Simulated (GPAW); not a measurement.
The system is Fe.

```
Fe
1.0
    -1.44300    1.44300    1.44300
     1.44300   -1.44300    1.44300
     1.44300    1.44300   -1.44300
Fe
1
Direct
  0.00000 0.00000 0.00000
```

Program: GPAW 26.7.0. Alike in all runs: spin collinear, ferromagnetic start; cell as given; cutoff (eV) 600.

**Question.** Order these runs on this cell by their pressure, lowest first.
A. level PBE; potentials or basis GPAW PAW data sets (gpaw-data 1.2.1), pw; k mesh 13 × 13 × 13; smearing gaussian 0.026 eV
B. level LDA+U; potentials or basis the program's PAW data sets (release 1.2.1) made for this functional, pw; U Fe d U = 5.3 eV; k mesh 10 × 10 × 10; smearing fermi-dirac 0.05 eV; band path GHNGPH,PN; band points 80
C. level rSCAN; potentials or basis GPAW PAW data sets (gpaw-data 1.2.1), pw; k mesh 10 × 10 × 10; smearing fermi-dirac 0.05 eV; band path GHNGPH,PN; band points 100
D. level PBEsol; potentials or basis PAW data sets generated in the run's folder for this functional, pw; k mesh 13 × 13 × 13; smearing fermi-dirac 0.05 eV; band path GHNGPH,PN; band points 60
E. level PBEsol+U; potentials or basis PAW data sets generated in the run's folder for this functional, pw; U Fe d U = 6 eV; k mesh 13 × 13 × 13; smearing fermi-dirac 0.05 eV; band path GHNGPH,PN; band points 60

**Answer.** D (-16.0 GPa), A (-7.9 GPa), C (-1.9 GPa), B (9.3 GPa), E (18.9 GPa).

Caveats: the U is typed as a test and isn't derived for this compound (some runs); the PAW data sets were made with another functional, which shifts forces and pressure a little (some runs).

Not every run made on this cell is shown here.
